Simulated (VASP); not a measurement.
A run of VASP 6.6.1:

Contents of INCAR:

```
PREC = Accurate
ENCUT = 600
EDIFF = 1E-8
ISMEAR = 0
SIGMA = 0.01
LREAL = F
LASPH = T
NELM = 100
ALGO = Normal
ISIF = 3
LWAVE = F
LCHARG = T
NBANDS = 11
IBRION = 6
NFREE = 2
POTIM = 0.015
NSW = 1
```

The input KPOINTS:

```
regular mesh
0
Gamma
  10 10 10
```

The input POSCAR:

```
BAs
1.0
    0.0000000000      2.3660397178      2.3660397178
    2.3660397178      0.0000000000      2.3660397178
    2.3660397178      2.3660397178      0.0000000000
B As
1 1
Direct
    0.0000000000      0.0000000000      0.0000000000
    0.2500000000      0.2500000000      0.2500000000
```

Potentials or basis: VASP PAW LDA potentials, release 64 (B, As).

Launch:

```bash
$ cat potpaw_LDA.64/B/POTCAR potpaw_LDA.64/As/POTCAR > POTCAR
$ mpirun -np 1 vasp_std > vasp.out
```

Hardware: 1 thread of Intel(R) Xeon(R) Platinum 8175M CPU @ 2.50GHz (Skylake/Cascade Lake), on a shared host.

Problem. Estimate the wall time of this run.

Solution. Run time: 13 min on 1 thread of Intel(R) Xeon(R) Platinum 8175M CPU @ 2.50GHz (Skylake/Cascade Lake) (shared host), peak memory 0.31 GiB. Counts: scf iterations 143, k points 47.
